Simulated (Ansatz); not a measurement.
# WS2: a stacking-fault curve

The task, for WS2: slide the crystal rigidly across a (0 0 -1) plane.

Computed with Ansatz 0.2.0 (DFT PBEsol, scalar-relativistic, plane waves, PAW, unless a step's input says otherwise).

### Step 1. The starting structure

The structure is trigonal, space group R3m (No. 160). The conventional cell has a = 3.158 Å, b = 3.158 Å, c = 18.490 Å, α = 90.00°, β = 90.00°, γ = 120.00°. W (site symmetry 3m) has 6 S at 2.39 to 2.42 Å in its first shell of neighbours. S (site symmetry 3m) is surrounded by 3 W at 2.39 Å. S (site symmetry 3m) has 3 W at 2.42 Å in its first shell of neighbours.

As a file:

```cif
data_structure
_symmetry_space_group_name_H-M 'R3m:H'
_symmetry_Int_Tables_number 160
_cell_length_a 3.1580
_cell_length_b 3.1580
_cell_length_c 18.4900
_cell_angle_alpha 90.000
_cell_angle_beta 90.000
_cell_angle_gamma 120.000
_cell_volume 159.70
loop_
_atom_site_label
_atom_site_type_symbol
_atom_site_symmetry_multiplicity
_atom_site_Wyckoff_symbol
_atom_site_fract_x
_atom_site_fract_y
_atom_site_fract_z
_atom_site_occupancy
W1 W 3 a 0.00000 0.00000 0.00000 1
S1 S 3 a 0.00000 0.00000 0.24970 1
S2 S 3 a 0.33333 0.66667 0.08567 1
```

No relaxation comes first: the listed cell is the starting point.

### Step 2. The reference cell

The cell is repeated 3 times, 9 atoms in all. Reference values: F = -36087.1986 eV; pressure -0.63 GPa; largest force 0.600 eV/Å; gap on the mesh 1.01 eV. It was computed beforehand with the settings of the runs below.

### Step 3. Next: a stacking-fault curve

The cut lies on the cell's a–b face, a (0 0 -1) plane of area 8.64 Å², between layers 1.58 Å apart (S below, W above); the cell is 18.5 Å thick. The cut runs through bonds; the cell's widest gap between layers lies elsewhere, and sliding there would cost far less. Vector c is tilted by f times 1·a + 0·b (length 3.158 Å) with the atoms' Cartesian places fixed: one unrelaxed fault per cell.

### Step 4. f = 0.200

input.yaml

```yaml
crystal:
  lattice:
    - [-1.5790003843, -2.7349088907, 0.0]
    - [1.5790003843, -2.7349088907, 0.0]
    - [-0.3158000769, -0.5469817781, 18.48999]
  atoms:
    - { symbol: W, position: [-0.1419, 0.0, 0.7095] }
    - { symbol: W, position: [0.3247666667, 0.3333333333, 0.0428333333] }
    - { symbol: W, position: [0.5914333333, 0.6666666667, 0.3761666667] }
    - { symbol: S, position: [0.90804, 1.0, 0.4598] }
    - { symbol: S, position: [0.1747066667, 0.3333333333, 0.7931333333] }
    - { symbol: S, position: [0.6413733333, 0.6666666667, 0.1264666667] }
    - { symbol: S, position: [0.9419, 1.0, 0.2905] }
    - { symbol: S, position: [0.2085666667, 0.3333333333, 0.6238333333] }
    - { symbol: S, position: [0.4752333333, 0.6666666667, 0.9571666667] }
basis:
  ecutwfc: 420
kpoints:
  mp_grid: { grid: [10, 10, 2] }
hamiltonian:
  xc: pbesol
scf:
  occupations: { method: gaussian, width: 0.05 }
output:
  forces: true
  stress: true
  eigenvalues: true
```

The run is started by

```console
ansatz run input.yaml --threads 2 --pin off --max-ram 5120MiB --backend cpu --events-out ev --progress --plain --runs-dir out
```

Output, shortened:

```text
Warning: RAYON_NUM_THREADS=2 ignored (pool sized by the plan → 2); use --threads N
[...]
Pseudopotentials: kind: paw
Pseudopotential: W, paw, valence charge 14, recommended cutoff 420 eV (normal), W.paw.azcp
Pseudopotential: S, paw, valence charge 6, recommended cutoff 420 eV (normal), S.paw.azcp
Functional definition: PBEsol
[...]
Crystal: 9 atoms, lattice volume = 159.695 Å³
Basis set: ecut = 420 eV, 3071 PW (Γ), exchange–correlation on 48×48×250 points (8 copies of the dense FFT grid, shifted against one another)
Bands: 48, of which v1, the nominal top of the filled ones, is band 39 counted from 1 (38 counted from 0)
Symmetry: 1 space group operations
Space group: P1 (ITA 1), of the structure as read, at distance tolerance 5.4e-5 Å
k-points: 104 of 200 (time reversal used)
[...]
SCF iter   1: F=—  HF=-36085.395544 eV  |F-HF|=—  |Δ(HF+E_count)|=         —  Δρ=9.00e-3  dr2=4.18e-1  ethr=1.77e-3  ⟨swp⟩=6.9  Hψ=21469  notcnv=0  defer=2
[...]
SCF iter  11: F=-36085.350893 eV  HF=-36085.350893 eV  |F-HF|=7.55e-9  |Δ(HF+E_count)|=   2.50e-8  Δρ=4.84e-6  dr2=2.87e-8  ethr=1.28e-10  ⟨swp⟩=9.8  Hψ=22975  notcnv=0
[...]
SCF converged after 11 iterations
Free energy (F): -36085.350893 eV
[...]
E sigma→0 (E₀):  -36085.350882 eV
Entropy (-TS):   -0.000022 eV (-0.002 meV/atom)
Fermi energy:    11.704548 eV
[...]
--- Forces (eV/Å), atoms counted from 1 ---
  atom   1  W     -0.00359986    -0.00644554    -0.59067672
  atom   2  W      0.98368367     5.40958335     4.12592230
  atom   3  W      0.00066078     0.00197630    -0.60459419
  atom   4  S     -0.00076907     0.00041802     0.23067449
  atom   5  S      0.00261889    -0.00574717     0.24179283
  atom   6  S     -0.48304830     0.24880760     0.25150699
  atom   7  S     -0.00163120     0.00450413     0.36751279
  atom   8  S     -0.00166146    -0.00102841     0.36642425
[...]
--- Stress (GPa, compression-positive) ---
        0.195647      -1.473442       0.053429
       -1.473442       2.860200       9.478788
        0.053429       9.478789       7.528124
  P = ⅓ Tr σ = 3.5280 GPa (35.280 kbar)
--- Band table (eV; the first three rows and the last of 104) ---
[...]
```

Run time: 39 s. Hardware: 2 threads of Intel Xeon at 2.70GHz, shared host; peak memory 0.81 GiB.

### Step 5. f = 0.400

input.yaml

```yaml
crystal:
  lattice:
    - [-1.5790003843, -2.7349088907, 0.0]
    - [1.5790003843, -2.7349088907, 0.0]
    - [-0.6316001537, -1.0939635563, 18.48999]
  atoms:
    - { symbol: W, position: [-0.2838, 0.0, 0.7095] }
    - { symbol: W, position: [0.3162, 0.3333333333, 0.0428333333] }
    - { symbol: W, position: [0.5162, 0.6666666667, 0.3761666667] }
    - { symbol: S, position: [0.81608, 1.0, 0.4598] }
    - { symbol: S, position: [0.01608, 0.3333333333, 0.7931333333] }
    - { symbol: S, position: [0.61608, 0.6666666667, 0.1264666667] }
    - { symbol: S, position: [0.8838, 1.0, 0.2905] }
    - { symbol: S, position: [0.0838, 0.3333333333, 0.6238333333] }
    - { symbol: S, position: [0.2838, 0.6666666667, 0.9571666667] }
basis:
  ecutwfc: 420
kpoints:
  mp_grid: { grid: [10, 10, 2] }
hamiltonian:
  xc: pbesol
scf:
  occupations: { method: gaussian, width: 0.05 }
output:
  forces: true
  stress: true
  eigenvalues: true
```

The run is started by

```console
ansatz run input.yaml --threads 2 --pin off --max-ram 5120MiB --backend cpu --events-out ev --progress --plain --runs-dir out
```

Output, shortened:

```text
Warning: RAYON_NUM_THREADS=2 ignored (pool sized by the plan → 2); use --threads N
[...]
Pseudopotentials: kind: paw
Pseudopotential: W, paw, valence charge 14, recommended cutoff 420 eV (normal), W.paw.azcp
Pseudopotential: S, paw, valence charge 6, recommended cutoff 420 eV (normal), S.paw.azcp
Functional definition: PBEsol
[...]
Crystal: 9 atoms, lattice volume = 159.695 Å³
Basis set: ecut = 420 eV, 3079 PW (Γ), exchange–correlation on 48×48×250 points (8 copies of the dense FFT grid, shifted against one another)
Bands: 48, of which v1, the nominal top of the filled ones, is band 39 counted from 1 (38 counted from 0)
Symmetry: 1 space group operations
Space group: P1 (ITA 1), of the structure as read, at distance tolerance 5.4e-5 Å
k-points: 104 of 200 (time reversal used)
[...]
SCF converged after 12 iterations
Free energy (F): -36082.652095 eV
[...]
E sigma→0 (E₀):  -36082.651694 eV
Entropy (-TS):   -0.000802 eV (-0.089 meV/atom)
Fermi energy:    12.127195 eV
[...]
--- Forces (eV/Å), atoms counted from 1 ---
  atom   1  W     -0.00045435    -0.00365844    -0.59368617
  atom   2  W     -4.55558494     5.66174717    14.01672827
  atom   3  W      0.00343466     0.00258323    -0.60002788
  atom   4  S     -0.00019661    -0.00017825     0.22984134
  atom   5  S      0.00870334    -0.00666232     0.22780286
  atom   6  S     -0.83066991     0.82450241     0.14040078
  atom   7  S     -0.00004712     0.00174101     0.34570206
  atom   8  S     -0.00159023    -0.00111940     0.36125918
[...]
--- Stress (GPa, compression-positive) ---
        5.716933      -5.088174      -9.838162
       -5.088173       3.390905      11.660303
       -9.838162      11.660304      22.885484
  P = ⅓ Tr σ = 10.6644 GPa (106.644 kbar)
--- Band table (eV; the first three rows and the last of 104) ---
[...]
```

It took 45 s on 2 threads of Intel Xeon at 2.70GHz, shared host; peak memory 0.81 GiB.

### Step 6. Point f = 0.100

input.yaml

```yaml
crystal:
  lattice:
    - [-1.5790003843, -2.7349088907, 0.0]
    - [1.5790003843, -2.7349088907, 0.0]
    - [-0.1579000384, -0.2734908891, 18.48999]
  atoms:
    - { symbol: W, position: [-0.07095, 0.0, 0.7095] }
    - { symbol: W, position: [0.32905, 0.3333333333, 0.0428333333] }
    - { symbol: W, position: [0.62905, 0.6666666667, 0.3761666667] }
    - { symbol: S, position: [0.95402, 1.0, 0.4598] }
    - { symbol: S, position: [0.25402, 0.3333333333, 0.7931333333] }
    - { symbol: S, position: [0.65402, 0.6666666667, 0.1264666667] }
    - { symbol: S, position: [0.97095, 1.0, 0.2905] }
    - { symbol: S, position: [0.27095, 0.3333333333, 0.6238333333] }
    - { symbol: S, position: [0.57095, 0.6666666667, 0.9571666667] }
basis:
  ecutwfc: 420
kpoints:
  mp_grid: { grid: [10, 10, 2] }
hamiltonian:
  xc: pbesol
scf:
  occupations: { method: gaussian, width: 0.05 }
output:
  forces: true
  stress: true
  eigenvalues: true
```

The run is started by

```console
ansatz run input.yaml --threads 2 --pin off --max-ram 5120MiB --backend cpu --events-out ev --progress --plain --runs-dir out
```

Output, shortened:

```text
[...]
SCF converged after 9 iterations
Free energy (F): -36086.705992 eV
[...]
E sigma→0 (E₀):  -36086.705992 eV
Fermi energy:    12.146733 eV
[...]
--- Forces (eV/Å), atoms counted from 1 ---
  atom   1  W     -0.00206553    -0.00357894    -0.59839602
  atom   2  W      1.15862450     2.98457998     0.58330929
  atom   3  W      0.00010604     0.00094056    -0.59982493
  atom   4  S     -0.00011633     0.00006531     0.23061782
  atom   5  S      0.00031600    -0.00241850     0.23442240
  atom   6  S     -0.16868374    -0.01008628     0.25256745
  atom   7  S      0.00011000     0.00134332     0.36905491
  atom   8  S     -0.00063871    -0.00059762     0.36851258
[...]
--- Stress (GPa, compression-positive) ---
       -1.124063      -0.543024       1.324589
       -0.543024       0.538143       4.755162
        1.324589       4.755162       1.998262
  P = ⅓ Tr σ = 0.4708 GPa (4.708 kbar)
--- Band table (eV; the first three rows and the last of 104) ---
[...]
```

It took 36 s on 2 threads of Intel Xeon at 2.70GHz, shared host; peak memory 0.81 GiB.

### Step 7. Point f = 0.300

input.yaml

```yaml
crystal:
  lattice:
    - [-1.5790003843, -2.7349088907, 0.0]
    - [1.5790003843, -2.7349088907, 0.0]
    - [-0.4737001153, -0.8204726672, 18.48999]
  atoms:
    - { symbol: W, position: [-0.21285, 0.0, 0.7095] }
    - { symbol: W, position: [0.3204833333, 0.3333333333, 0.0428333333] }
    - { symbol: W, position: [0.5538166667, 0.6666666667, 0.3761666667] }
    - { symbol: S, position: [0.86206, 1.0, 0.4598] }
    - { symbol: S, position: [0.0953933333, 0.3333333333, 0.7931333333] }
    - { symbol: S, position: [0.6287266667, 0.6666666667, 0.1264666667] }
    - { symbol: S, position: [0.91285, 1.0, 0.2905] }
    - { symbol: S, position: [0.1461833333, 0.3333333333, 0.6238333333] }
    - { symbol: S, position: [0.3795166667, 0.6666666667, 0.9571666667] }
basis:
  ecutwfc: 420
kpoints:
  mp_grid: { grid: [10, 10, 2] }
hamiltonian:
  xc: pbesol
scf:
  occupations: { method: gaussian, width: 0.05 }
output:
  forces: true
  stress: true
  eigenvalues: true
```

The run is started by

```console
ansatz run input.yaml --threads 2 --pin off --max-ram 5120MiB --backend cpu --events-out ev --progress --plain --runs-dir out
```

Output, shortened:

```text
[...]
SCF converged after 12 iterations
Free energy (F): -36083.830046 eV
[...]
E sigma→0 (E₀):  -36083.829709 eV
Entropy (-TS):   -0.000673 eV (-0.075 meV/atom)
Fermi energy:    11.839974 eV
[...]
--- Forces (eV/Å), atoms counted from 1 ---
  atom   1  W     -0.00303570    -0.00613897    -0.58498280
  atom   2  W     -1.71796963     5.52433132     9.04195900
  atom   3  W      0.00221071     0.00331220    -0.60164218
  atom   4  S     -0.00048985     0.00014112     0.22990986
  atom   5  S      0.00558312    -0.00731512     0.23689290
  atom   6  S     -0.58001068     0.72328319     0.28981899
  atom   7  S     -0.00347637     0.00401663     0.35400668
  atom   8  S     -0.00294090    -0.00138446     0.36141746
[...]
--- Stress (GPa, compression-positive) ---
        3.017081      -3.206738      -4.544873
       -3.206737       4.076096      11.161771
       -4.544873      11.161771      15.420707
  P = ⅓ Tr σ = 7.5046 GPa (75.046 kbar)
--- Band table (eV; the first three rows and the last of 104) ---
[...]
```

Wall time 41 s (2 threads of Intel Xeon at 2.70GHz, shared host); peak memory 0.81 GiB.

### Step 8. At f = 0.500

input.yaml

```yaml
crystal:
  lattice:
    - [-1.5790003843, -2.7349088907, 0.0]
    - [1.5790003843, -2.7349088907, 0.0]
    - [-0.7895001921, -1.3674544454, 18.48999]
  atoms:
    - { symbol: W, position: [-0.35475, 0.0, 0.7095] }
    - { symbol: W, position: [0.3119166667, 0.3333333333, 0.0428333333] }
    - { symbol: W, position: [0.4785833333, 0.6666666667, 0.3761666667] }
    - { symbol: S, position: [0.7701, 1.0, 0.4598] }
    - { symbol: S, position: [-0.0632333333, 0.3333333333, 0.7931333333] }
    - { symbol: S, position: [0.6034333333, 0.6666666667, 0.1264666667] }
    - { symbol: S, position: [0.85475, 1.0, 0.2905] }
    - { symbol: S, position: [0.0214166667, 0.3333333333, 0.6238333333] }
    - { symbol: S, position: [0.1880833333, 0.6666666667, 0.9571666667] }
basis:
  ecutwfc: 420
kpoints:
  mp_grid: { grid: [10, 10, 2] }
hamiltonian:
  xc: pbesol
scf:
  occupations: { method: gaussian, width: 0.05 }
output:
  forces: true
  stress: true
  eigenvalues: true
```

The run is started by

```console
ansatz run input.yaml --threads 2 --pin off --max-ram 5120MiB --backend cpu --events-out ev --progress --plain --runs-dir out
```

Output, shortened:

```text
Warning: crystal.symmetry: narrowed to the stabiliser of the k-point mesh — unitary ops 2 → 1; excluded 1 operation that carries a point of the 10×10×2 mesh (shift [0, 0, 0]) off the mesh (the run samples exactly the mesh kpoints.mp_grid names, as under crystal.symmetry.detect: false, and [...]
Warning: RAYON_NUM_THREADS=2 ignored (pool sized by the plan → 2); use --threads N
[...]
Pseudopotentials: kind: paw
Pseudopotential: W, paw, valence charge 14, recommended cutoff 420 eV (normal), W.paw.azcp
Pseudopotential: S, paw, valence charge 6, recommended cutoff 420 eV (normal), S.paw.azcp
Functional definition: PBEsol
[...]
Crystal: 9 atoms, lattice volume = 159.695 Å³
Basis set: ecut = 420 eV, 3073 PW (Γ), exchange–correlation on 48×48×250 points (8 copies of the dense FFT grid, shifted against one another)
Bands: 48, of which v1, the nominal top of the filled ones, is band 39 counted from 1 (38 counted from 0)
Symmetry: 1 space group operations
k-points: 104 of 200 (time reversal used)
[...]
SCF iter   1: F=—  HF=-36082.294984 eV  |F-HF|=—  |Δ(HF+E_count)|=         —  Δρ=1.24e-2  dr2=1.36e0  ethr=1.77e-3  ⟨swp⟩=7.1  Hψ=21611  notcnv=0  defer=4
[...]
SCF iter   9: F=-36082.156451 eV  HF=-36082.156451 eV  |F-HF|=3.38e-8  |Δ(HF+E_count)|=   5.69e-9  Δρ=4.86e-6  dr2=9.23e-8  ethr=1.28e-10  ⟨swp⟩=8.9  Hψ=21297  notcnv=0
[...]
SCF converged after 9 iterations
Free energy (F): -36082.156451 eV
[...]
E sigma→0 (E₀):  -36082.156429 eV
Entropy (-TS):   -0.000045 eV (-0.005 meV/atom)
Fermi energy:    12.343906 eV
[...]
--- Forces (eV/Å), atoms counted from 1 ---
  atom   1  W      0.00100929    -0.00058217    -0.59270995
  atom   2  W     -6.68026794     3.85688530    16.24281600
  atom   3  W      0.00187573    -0.00107943    -0.59600319
  atom   4  S      0.00023879    -0.00013676     0.22843325
  atom   5  S      0.00998542    -0.00576392     0.22226672
  atom   6  S     -1.13962819     0.65798029     0.08500049
  atom   7  S      0.00042266    -0.00024860     0.34461939
  atom   8  S      0.00004442    -0.00002933     0.36123728
[...]
--- Stress (GPa, compression-positive) ---
        7.852179      -5.350884     -14.211388
       -5.350884       1.673632       8.205052
      -14.211387       8.205052      26.272306
  P = ⅓ Tr σ = 11.9327 GPa (119.327 kbar)
--- Band table (eV; the first three rows and the last of 104) ---
[...]
```

Wall time 32 s (2 threads of Intel Xeon at 2.70GHz, shared host); peak memory 0.8 GiB.

### Step 9. The scan collected

All points in order; energies are free energies above the reference cell:

```
    f  γ (mJ/m²)  shear traction (GPa)  gap on the mesh (eV)
0.000          0                   0.0                  1.01
0.100        914                  57.0                  0.99
0.200       3428                  95.6                  0.18
0.300       6249                  79.2                  0.11
0.400       8434                  54.3                  0.07
0.500       9353                   0.0                  0.19
```

Not run, since symmetry makes them alike: 0.600 repeats 0.400, 0.800 repeats 0.200, 0.700 repeats 0.300, 0.900 repeats 0.100. Energy, pressure and gap are the same there.

### Step 10. Results

| quantity | value |
| --- | --- |
| highest fault energy sampled | 9353 mJ/m² at f = 0.500 |
| largest shear traction sampled | 95.6 GPa |

Of the points run, the one at f = 0.500 is highest, 9353 mJ/m². Nothing is relaxed, so these energies are upper bounds; letting the layers move apart would lower them. The gap on the mesh stays between 0.07 and 1.01 eV. Spin-orbit coupling is left out, which matters for the bands of W. Where a structure here is layered, its layers are held mostly by dispersion, which this level lacks, so their spacing and the stiffness across them are unreliable there. Where forces pass 15 eV/Å atoms stand far too close, the PAW spheres overlap strongly and those numbers are rough.
